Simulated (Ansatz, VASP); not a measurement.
## Au in VASP and in Ansatz

The input INCAR:

```
PREC     = Accurate       # precision mode
ENCUT    = 520            # plane-wave cutoff, eV
EDIFF    = 1E-6           # SCF threshold, eV
ISMEAR   = -1             # smearing method
SIGMA    = 0.05           # smearing width, eV
LREAL    = False          # projectors in reciprocal space
LASPH    = True           # aspherical terms in the spheres
NELM     = 80             # most SCF steps
ALGO     = Normal         # electronic algorithm
ISIF     = 2              # what is computed and relaxed
LWAVE    = False          # write WAVECAR
LCHARG   = False          # write CHGCAR
GGA      = PS             # functional
NBANDS   = 12             # bands
```

The input KPOINTS:

```
regular mesh
0
Gamma
  11 11 11
```

Contents of POSCAR:

```
Au
1.0
    0.0000000000      2.0749120936      2.0749120936
    2.0749120936      0.0000000000      2.0749120936
    2.0749120936      2.0749120936      0.0000000000
Au
1
Direct
    0.0000000000      0.0000000000      0.0000000000
```

File input.yaml:

```yaml
crystal:
  lattice:
    - [0.0, 2.0749120936, 2.0749120936]
    - [2.0749120936, 0.0, 2.0749120936]
    - [2.0749120936, 2.0749120936, 0.0]
  atoms:
    - { symbol: Au, position: [0.0, 0.0, 0.0] }
kpoints:
  mp_grid: { grid: [11, 11, 11] }
scf:
  occupations: { method: fermi_dirac, width: 0.05 }
hamiltonian:
  xc: pbesol
  pseudopotentials: { kind: all_electron, lapw: { basis_error: 0.0005 } }
output:
  forces: true
  stress: true
  eigenvalues: true
```

Change from the starting cell: volume scaled by 1.06.

Alike in both runs: task single point; functional PBEsol; k mesh 11 × 11 × 11; occupations fermi-dirac, width 0.05 eV; no spin polarisation.

|  | VASP | Ansatz |
| --- | --- | --- |
| version | VASP 6.6.1 | Ansatz 0.2.0 |
| potentials or method | VASP PAW PBE potentials, release 64 (Au) | all-electron LAPW, scalar-relativistic |
| plane-wave cutoff (eV) | 520 | see its input |

```csv
,VASP,Ansatz,Ansatz less VASP
gap on the k mesh at the Fermi level (eV),none,none,-
pressure (GPa),-7.7,-7.5,+0.22
```

A gap of «none» marks a metal or a gap that the smearing closes. Ansatz ran all-electron here, so the differences hold the error of VASP's frozen core and of both bases.

Caveats: the PAW data sets were made with another functional, which shifts forces and pressure a little (VASP). The runs have no spin-orbit coupling, so splittings on Au are missing.
